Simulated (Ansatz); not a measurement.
Consider the formal exchange of groups at a C–Cl bond: `FC(F)=C(F)Cl` + `FC(F)F` → `FC(F)=C(F)C(F)(F)F` + HCl.

Gas-phase electronic energies from Ansatz, PBE0-D4/def2-TZVP geometries. CCSD(T)/CBS is the MP2 limit (def2-TZVPP, def2-QZVPP) plus CCSD(T) − MP2 in def2-TZVPP, frozen cores. This one scheme is used for every species. Functionals use def2-TZVPP.

Task: Is it downhill or uphill in electronic energy at CCSD(T)/CBS, and by how much? (An estimate is asked.)

Result: The calculation gave: Downhill: ΔE = -6.9 kcal/mol.

Task: What do these levels give: BLYP-D4, r2SCAN-D4, B97M-V, CAM-B3LYP-D4, B2PLYP, MP2/def2-SVP, CCSD/def2-SVP, MP2/def2-TZVPP, SCS-MP2/def2-TZVPP, HF/CBS(def2), MP2/CBS(def2), CCSD/CBS(def2)? (Estimate.)

Result: Computed: BLYP-D4 -5.0, r2SCAN-D4 -7.1, B97M-V -8.3, CAM-B3LYP-D4 -7.0, B2PLYP -5.8, MP2/def2-SVP -9.3, CCSD/def2-SVP -9.8, MP2/def2-TZVPP -6.4, SCS-MP2/def2-TZVPP -6.1, HF/CBS(def2) -7.2, MP2/CBS(def2) -5.8, CCSD/CBS(def2) -7.1 kcal/mol.

Largest T1 diagnostic among the species: 0.013.

The D4 term adds −0.8 kcal/mol with B3LYP and −0.5 kcal/mol with PBE0; it sums over pairs of atoms, weighted by their polarisabilities, and B3LYP, whose exchange is more repulsive, gets the larger term. From PBE to PBE0 (25 % exact exchange), in def2-TZVPP and without D4, ΔE moves by −1.0 kcal/mol. At CCSD(T), def2-SVP lies −3.0 kcal/mol from the extrapolated value and def2-TZVPP −0.6 kcal/mol.

B3LYP here is the variant with VWN-RPA as its local correlation; programs differ in this.
